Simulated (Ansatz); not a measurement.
Born–Oppenheimer molecular dynamics of a periodic cell of 16 atoms, Si (start crystal Si, start structure diamond, volume 1.15 times the crystal's). It starts from a structure without forces on its atoms.

All numbers below come from DFT PBEsol, scalar-relativistic, plane waves, PAW (Ansatz 0.2.0). Settings: accuracy low, cutoff 420 eV, k mesh 2x2x2, fermi-dirac smearing 0.36 eV, no spin polarisation.

```json
{"ensemble": "NVT, Langevin thermostat", "time step": "1.5 fs", "steps asked": "130", "set temperature": "4200 K", "friction": "0.02 /fs", "seed": "770269"}
```

Frames 1.5 fs apart, positions in Å, forces in eV/Å.

Velocities at 15.0 fs (Å/ps):

```
Si 11.72 -13.88 11.58
Si 1.78 -1.12 10.33
Si -5.42 -7.66 -3.09
Si -17.40 4.69 -16.64
Si 12.98 16.67 -1.12
Si 7.68 1.83 19.16
Si -5.56 9.81 -0.18
Si -0.18 10.52 -2.25
Si -7.42 4.72 -10.04
Si 0.59 -23.62 -4.46
Si 3.32 -7.66 2.13
Si -1.31 11.06 15.32
Si 3.21 2.43 -7.02
Si -15.21 -3.51 -11.45
Si -11.54 -6.07 1.58
Si 5.97 1.81 0.87
```

```xyz
16
Lattice="0.0000 5.6890 5.6890 5.6890 0.0000 5.6890 5.6890 5.6890 0.0000" Properties=species:S:1:pos:R:3:forces:R:3 time_fs=15.0 energy_less_start_eV=3.949 T=2981
Si 0.124 -0.234 0.217 -0.41 0.49 -0.75
Si 1.551 1.452 1.418 -1.66 -0.71 0.89
Si 2.704 2.790 0.015 -0.58 0.32 -2.03
Si 3.843 4.224 1.266 2.95 0.54 0.85
Si 3.021 0.226 2.892 -0.47 -0.83 -0.04
Si 4.241 1.533 4.526 3.46 -2.46 -2.38
Si 5.636 3.146 2.865 -0.49 -1.49 -0.70
Si 7.127 4.399 4.128 0.18 0.43 0.99
Si -0.165 2.983 2.558 2.36 -2.35 2.67
Si 1.558 4.040 4.263 -2.18 1.52 -1.20
Si 2.867 5.488 2.859 -0.56 1.83 0.91
Si 4.232 7.274 4.384 0.63 -1.24 -1.12
Si 2.945 2.845 5.515 -1.90 0.54 2.97
Si 4.169 4.149 7.032 -1.15 2.41 -0.61
Si 5.586 5.575 5.749 0.93 1.22 -0.56
Si 7.279 7.152 7.136 -1.09 -0.25 0.11
16
Lattice="0.0000 5.6890 5.6890 5.6890 0.0000 5.6890 5.6890 5.6890 0.0000" Properties=species:S:1:pos:R:3:forces:R:3 time_fs=16.5 energy_less_start_eV=4.363 T=2720
Si 0.145 -0.252 0.235 -0.45 0.45 -0.77
Si 1.555 1.450 1.431 -1.70 -0.66 0.84
Si 2.695 2.778 0.011 -0.71 0.41 -1.97
Si 3.816 4.234 1.243 3.01 0.55 0.85
Si 3.039 0.249 2.889 -0.48 -0.93 0.07
Si 4.252 1.532 4.555 3.57 -2.59 -2.47
Si 5.628 3.159 2.863 -0.43 -1.42 -0.66
Si 7.125 4.414 4.128 0.17 0.39 0.92
Si -0.174 2.992 2.545 2.34 -2.37 2.67
Si 1.562 4.007 4.253 -2.37 1.77 -1.35
Si 2.871 5.476 2.863 -0.61 1.84 0.95
Si 4.226 7.286 4.402 0.75 -1.33 -1.27
Si 2.946 2.849 5.503 -1.93 0.41 3.08
Si 4.147 4.144 7.015 -1.05 2.48 -0.44
Si 5.567 5.571 5.747 0.99 1.25 -0.57
Si 7.287 7.152 7.138 -1.10 -0.25 0.12
16
Lattice="0.0000 5.6890 5.6890 5.6890 0.0000 5.6890 5.6890 5.6890 0.0000" Properties=species:S:1:pos:R:3:forces:R:3 time_fs=18.0 energy_less_start_eV=4.706 T=2797
Si 0.171 -0.266 0.254 -0.52 0.38 -0.79
Si 1.555 1.448 1.444 -1.71 -0.56 0.79
Si 2.684 2.766 0.006 -0.81 0.52 -1.86
Si 3.789 4.248 1.224 3.05 0.50 0.75
Si 3.054 0.273 2.885 -0.48 -1.03 0.18
Si 4.263 1.523 4.583 3.54 -2.60 -2.47
Si 5.617 3.171 2.857 -0.34 -1.34 -0.59
Si 7.121 4.431 4.132 0.15 0.32 0.80
Si -0.180 3.004 2.536 2.25 -2.36 2.62
Si 1.568 3.980 4.239 -2.54 1.96 -1.47
Si 2.879 5.464 2.868 -0.66 1.89 1.02
Si 4.216 7.296 4.414 0.88 -1.39 -1.40
Si 2.942 2.853 5.492 -1.83 0.19 3.09
Si 4.125 4.140 6.996 -0.89 2.51 -0.24
Si 5.548 5.571 5.741 1.03 1.26 -0.55
Si 7.295 7.149 7.137 -1.13 -0.24 0.12
16
Lattice="0.0000 5.6890 5.6890 5.6890 0.0000 5.6890 5.6890 5.6890 0.0000" Properties=species:S:1:pos:R:3:forces:R:3 time_fs=19.5 energy_less_start_eV=4.997 T=2942
Si 0.203 -0.280 0.272 -0.63 0.29 -0.80
Si 1.552 1.443 1.459 -1.68 -0.41 0.70
Si 2.673 2.755 0.001 -0.91 0.62 -1.71
Si 3.762 4.263 1.208 3.05 0.43 0.62
Si 3.069 0.300 2.882 -0.48 -1.16 0.25
Si 4.273 1.508 4.608 3.42 -2.46 -2.35
Si 5.602 3.184 2.849 -0.21 -1.22 -0.50
Si 7.120 4.453 4.131 0.09 0.20 0.70
Si -0.187 3.016 2.530 2.15 -2.33 2.54
Si 1.573 3.957 4.225 -2.67 2.12 -1.57
Si 2.890 5.455 2.880 -0.69 1.92 1.06
Si 4.204 7.305 4.420 1.00 -1.46 -1.49
Si 2.936 2.856 5.485 -1.64 -0.13 2.98
Si 4.104 4.138 6.976 -0.72 2.53 0.00
Si 5.532 5.566 5.736 1.06 1.30 -0.55
Si 7.305 7.143 7.135 -1.15 -0.23 0.12
16
Lattice="0.0000 5.6890 5.6890 5.6890 0.0000 5.6890 5.6890 5.6890 0.0000" Properties=species:S:1:pos:R:3:forces:R:3 time_fs=21.0 energy_less_start_eV=5.243 T=3034
Si 0.235 -0.297 0.289 -0.72 0.21 -0.80
Si 1.549 1.440 1.475 -1.67 -0.29 0.61
Si 2.662 2.745 -0.001 -1.00 0.73 -1.58
Si 3.738 4.277 1.192 3.00 0.43 0.57
Si 3.086 0.325 2.878 -0.49 -1.26 0.28
Si 4.280 1.489 4.630 3.19 -2.21 -2.13
Si 5.585 3.190 2.841 -0.05 -1.07 -0.40
Si 7.123 4.477 4.129 0.00 0.04 0.58
Si -0.197 3.025 2.522 2.05 -2.29 2.47
Si 1.576 3.933 4.207 -2.77 2.21 -1.63
Si 2.899 5.449 2.896 -0.67 1.90 1.00
Si 4.188 7.315 4.421 1.15 -1.55 -1.55
Si 2.929 2.862 5.485 -1.42 -0.55 2.75
Si 4.081 4.136 6.957 -0.50 2.58 0.26
Si 5.520 5.558 5.729 1.06 1.36 -0.57
Si 7.310 7.136 7.130 -1.15 -0.24 0.14
16
Lattice="0.0000 5.6890 5.6890 5.6890 0.0000 5.6890 5.6890 5.6890 0.0000" Properties=species:S:1:pos:R:3:forces:R:3 time_fs=22.5 energy_less_start_eV=5.424 T=2848
Si 0.263 -0.318 0.311 -0.77 0.15 -0.82
Si 1.544 1.440 1.490 -1.66 -0.21 0.52
Si 2.650 2.736 -0.004 -1.11 0.84 -1.43
Si 3.716 4.292 1.173 2.91 0.45 0.56
Si 3.103 0.347 2.870 -0.47 -1.32 0.35
Si 4.292 1.469 4.651 2.87 -1.93 -1.92
Si 5.572 3.192 2.828 0.12 -0.89 -0.30
Si 7.131 4.504 4.129 -0.12 -0.15 0.45
Si -0.210 3.028 2.513 1.91 -2.20 2.38
Si 1.578 3.914 4.186 -2.77 2.22 -1.62
Si 2.906 5.449 2.909 -0.65 1.84 0.92
Si 4.170 7.327 4.423 1.31 -1.65 -1.64
Si 2.922 2.869 5.490 -1.26 -0.98 2.38
Si 4.057 4.139 6.938 -0.20 2.65 0.55
Si 5.511 5.553 5.720 1.03 1.40 -0.56
Si 7.313 7.129 7.123 -1.15 -0.24 0.16
16
Lattice="0.0000 5.6890 5.6890 5.6890 0.0000 5.6890 5.6890 5.6890 0.0000" Properties=species:S:1:pos:R:3:forces:R:3 time_fs=24.0 energy_less_start_eV=5.540 T=2691
Si 0.288 -0.337 0.335 -0.79 0.08 -0.86
Si 1.543 1.436 1.501 -1.66 -0.08 0.43
Si 2.639 2.728 -0.011 -1.15 0.98 -1.24
Si 3.702 4.309 1.157 2.77 0.40 0.50
Si 3.119 0.367 2.858 -0.42 -1.38 0.45
Si 4.305 1.445 4.672 2.52 -1.64 -1.71
Si 5.564 3.196 2.809 0.25 -0.74 -0.22
Si 7.138 4.529 4.128 -0.21 -0.28 0.35
Si -0.221 3.026 2.505 1.74 -2.06 2.25
Si 1.579 3.902 4.164 -2.72 2.17 -1.55
Si 2.917 5.450 2.922 -0.63 1.79 0.84
Si 4.157 7.335 4.422 1.43 -1.73 -1.70
Si 2.914 2.874 5.494 -1.14 -1.39 1.96
Si 4.032 4.145 6.916 0.13 2.67 0.90
Si 5.505 5.552 5.718 1.03 1.44 -0.59
Si 7.314 7.122 7.114 -1.14 -0.24 0.18
16
Lattice="0.0000 5.6890 5.6890 5.6890 0.0000 5.6890 5.6890 5.6890 0.0000" Properties=species:S:1:pos:R:3:forces:R:3 time_fs=25.5 energy_less_start_eV=5.576 T=2477
Si 0.313 -0.355 0.356 -0.80 0.02 -0.88
Si 1.545 1.431 1.507 -1.68 0.02 0.37
Si 2.628 2.724 -0.020 -1.11 1.10 -1.11
Si 3.692 4.328 1.142 2.59 0.35 0.46
Si 3.131 0.385 2.847 -0.37 -1.44 0.52
Si 4.319 1.415 4.690 2.14 -1.32 -1.48
Si 5.554 3.205 2.791 0.35 -0.63 -0.18
Si 7.138 4.549 4.127 -0.26 -0.37 0.28
Si -0.228 3.018 2.499 1.51 -1.86 2.06
Si 1.576 3.898 4.141 -2.60 2.03 -1.40
Si 2.931 5.449 2.941 -0.59 1.76 0.70
Si 4.151 7.338 4.420 1.47 -1.74 -1.69
Si 2.906 2.877 5.498 -1.08 -1.78 1.48
Si 4.008 4.155 6.891 0.48 2.62 1.34
Si 5.497 5.551 5.722 1.07 1.50 -0.66
Si 7.310 7.119 7.106 -1.11 -0.26 0.21
16
Lattice="0.0000 5.6890 5.6890 5.6890 0.0000 5.6890 5.6890 5.6890 0.0000" Properties=species:S:1:pos:R:3:forces:R:3 time_fs=27.0 energy_less_start_eV=5.553 T=2374
Si 0.335 -0.373 0.375 -0.78 -0.03 -0.89
Si 1.548 1.427 1.514 -1.68 0.10 0.29
Si 2.613 2.727 -0.026 -1.02 1.11 -1.07
Si 3.684 4.349 1.124 2.44 0.35 0.45
Si 3.144 0.398 2.842 -0.34 -1.50 0.53
Si 4.332 1.383 4.703 1.82 -1.05 -1.25
Si 5.554 3.217 2.774 0.42 -0.54 -0.19
Si 7.139 4.569 4.128 -0.30 -0.43 0.25
Si -0.229 3.005 2.498 1.25 -1.63 1.84
Si 1.572 3.901 4.120 -2.41 1.81 -1.16
Si 2.944 5.448 2.957 -0.55 1.74 0.56
Si 4.147 7.339 4.417 1.43 -1.71 -1.63
Si 2.900 2.877 5.503 -1.15 -2.07 0.97
Si 3.985 4.165 6.869 0.84 2.55 1.77
Si 5.492 5.550 5.728 1.11 1.57 -0.73
Si 7.299 7.119 7.097 -1.07 -0.28 0.25
16
Lattice="0.0000 5.6890 5.6890 5.6890 0.0000 5.6890 5.6890 5.6890 0.0000" Properties=species:S:1:pos:R:3:forces:R:3 time_fs=28.5 energy_less_start_eV=5.523 T=2622
Si 0.354 -0.393 0.393 -0.76 -0.08 -0.89
Si 1.544 1.423 1.520 -1.60 0.14 0.28
Si 2.596 2.734 -0.027 -0.91 1.05 -1.07
Si 3.672 4.370 1.106 2.32 0.37 0.41
Si 3.158 0.405 2.842 -0.39 -1.50 0.48
Si 4.346 1.350 4.718 1.52 -0.81 -1.02
Si 5.565 3.229 2.760 0.46 -0.45 -0.23
Si 7.143 4.590 4.128 -0.33 -0.49 0.24
Si -0.228 2.991 2.501 1.00 -1.39 1.64
Si 1.572 3.905 4.096 -2.21 1.57 -0.90
Si 2.958 5.447 2.967 -0.52 1.75 0.46
Si 4.144 7.341 4.415 1.36 -1.66 -1.53
Si 2.895 2.874 5.511 -1.22 -2.31 0.48
Si 3.964 4.179 6.849 1.14 2.46 2.17
Si 5.487 5.548 5.738 1.17 1.66 -0.82
Si 7.283 7.117 7.084 -1.02 -0.29 0.30
16
Lattice="0.0000 5.6890 5.6890 5.6890 0.0000 5.6890 5.6890 5.6890 0.0000" Properties=species:S:1:pos:R:3:forces:R:3 time_fs=30.0 energy_less_start_eV=5.501 T=3249
Si 0.372 -0.412 0.412 -0.73 -0.15 -0.89
Si 1.536 1.419 1.522 -1.46 0.15 0.31
Si 2.576 2.739 -0.034 -0.81 1.05 -1.01
Si 3.659 4.391 1.090 2.18 0.35 0.31
Si 3.172 0.406 2.839 -0.46 -1.44 0.41
Si 4.362 1.315 4.731 1.23 -0.61 -0.82
Si 5.579 3.243 2.748 0.50 -0.37 -0.28
Si 7.151 4.612 4.132 -0.39 -0.55 0.24
Si -0.226 2.975 2.506 0.77 -1.16 1.45
Si 1.576 3.910 4.069 -2.08 1.29 -0.61
Si 2.969 5.441 2.977 -0.44 1.81 0.37
Si 4.137 7.343 4.413 1.32 -1.64 -1.45
Si 2.885 2.865 5.520 -1.24 -2.45 0.08
Si 3.944 4.196 6.830 1.32 2.27 2.48
Si 5.480 5.548 5.754 1.27 1.76 -0.97
Si 7.264 7.115 7.067 -0.98 -0.32 0.39
16
Lattice="0.0000 5.6890 5.6890 5.6890 0.0000 5.6890 5.6890 5.6890 0.0000" Properties=species:S:1:pos:R:3:forces:R:3 time_fs=31.5 energy_less_start_eV=5.463 T=3081
Si 0.389 -0.428 0.433 -0.72 -0.25 -0.91
Si 1.525 1.412 1.523 -1.28 0.20 0.33
Si 2.555 2.743 -0.044 -0.73 1.07 -0.90
Si 3.647 4.412 1.076 2.04 0.30 0.16
Si 3.187 0.402 2.834 -0.54 -1.36 0.34
Si 4.374 1.280 4.739 1.00 -0.47 -0.63
Si 5.591 3.261 2.735 0.53 -0.28 -0.33
Si 7.163 4.634 4.137 -0.46 -0.60 0.23
Si -0.226 2.957 2.509 0.58 -0.94 1.30
Si 1.580 3.923 4.038 -1.96 0.88 -0.22
Si 2.980 5.431 2.986 -0.32 1.94 0.29
Si 4.126 7.345 4.410 1.32 -1.64 -1.40
Si 2.873 2.848 5.531 -1.29 -2.42 -0.28
Si 3.924 4.213 6.812 1.42 2.06 2.64
Si 5.478 5.554 5.771 1.32 1.81 -1.09
Si 7.242 7.109 7.053 -0.93 -0.31 0.46
```

Of the whole run (195 fs, mean temperature of the second half 4630 K): The mean temperature of the second half is 10 % above the set value. A run of 0.2 ps of so small a system gives no equilibrium averages. Limits of this set-up: coarse k mesh, low accuracy level.

Run time: 8.1 min on 1 thread of Intel(R) Xeon(R) 6975P-C (Granite Rapids), on a shared host, peak memory 0.85 GiB.
